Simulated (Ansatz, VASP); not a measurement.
As in VASP and in Ansatz

```xyz
8
Lattice="7.7866 0.0000 0.0000 -3.8933 6.7434 0.0000 0.0000 0.0000 3.9640" Properties=species:S:1:pos:R:3 pbc="T T T"
As    5.6008    1.2619    1.9820
As    3.8933    4.2195    1.9820
As    2.1857    1.2619    1.9820
As   -1.7076    5.4814    1.9820
As    0.0000    2.5238    1.9820
As    1.7076    5.4814    1.9820
As    0.0000    4.4956    0.0000
As    3.8933    2.2478    0.0000
```

Alike in both runs: functional PBE; k mesh 6 × 6 × 10; occupations gaussian, width 0.1 eV; no spin polarisation.

Ansatz relaxed the structure, and its values are those at the end. VASP's run is a single point on that final structure, the one shown.

```csv
,VASP,Ansatz
version,VASP 6.6.1,Ansatz 0.2.0
potentials or method,"VASP PAW PBE potentials, release 64 (As)","scalar-relativistic, plane waves, PAW"
plane-wave cutoff (eV),520,420
valence electrons in the cell,40,120
```

VASP gave:

| Quantity | Value |
| --- | --- |
| gap on the k mesh at the Fermi level (eV) | none |
| pressure (GPa) | 0.1 |
| rms of the force components (eV/Å) | 0.014 |

Q: Which values does Ansatz return?

A: gap on the k mesh at the Fermi level (eV): none; pressure (GPa): 0.0; rms of the force components (eV/Å): 0.004.

A gap of «none» marks a metal or a gap that the smearing closes. The two sets of potentials don't hold the same shells in valence.
